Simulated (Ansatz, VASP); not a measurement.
## Hg: VASP beside Ansatz

```
CELL_PARAMETERS angstrom
5.25506 0.00000 0.00000
0.00000 5.25506 0.00000
0.00000 0.00000 5.25506
ATOMIC_POSITIONS crystal
Hg 0.50000 0.00000 0.00000
Hg 0.00000 0.50000 0.00000
Hg 0.00000 0.00000 0.50000
```

Alike in both runs: task single point; functional PBE; k mesh 4 × 4 × 4; occupations gaussian, width 0.1 eV; no spin polarisation.

|  | VASP | Ansatz |
| --- | --- | --- |
| version | VASP 6.6.1 | Ansatz 0.2.0 |
| potentials or method | VASP PAW PBE potentials, release 64 (Hg) | scalar-relativistic, plane waves, PAW |
| plane-wave cutoff (eV) | 520 | 420 |
| valence electrons in the cell | 36 | 60 |

VASP gave:

```
gap on the k mesh at the Fermi level (eV) : 0.86
least direct gap on the mesh (eV)         : 2.30
pressure (GPa)                            : -0.4
```

Task: Estimate Ansatz's values.

Result: gap on the k mesh at the Fermi level (eV): 0.85; least direct gap on the mesh (eV): 2.29; pressure (GPa): -0.4.

The two sets of potentials don't hold the same shells in valence.

Caveats: spin-orbit coupling is left out, which moves the levels of the heavy elements. A k mesh can miss the band edges.
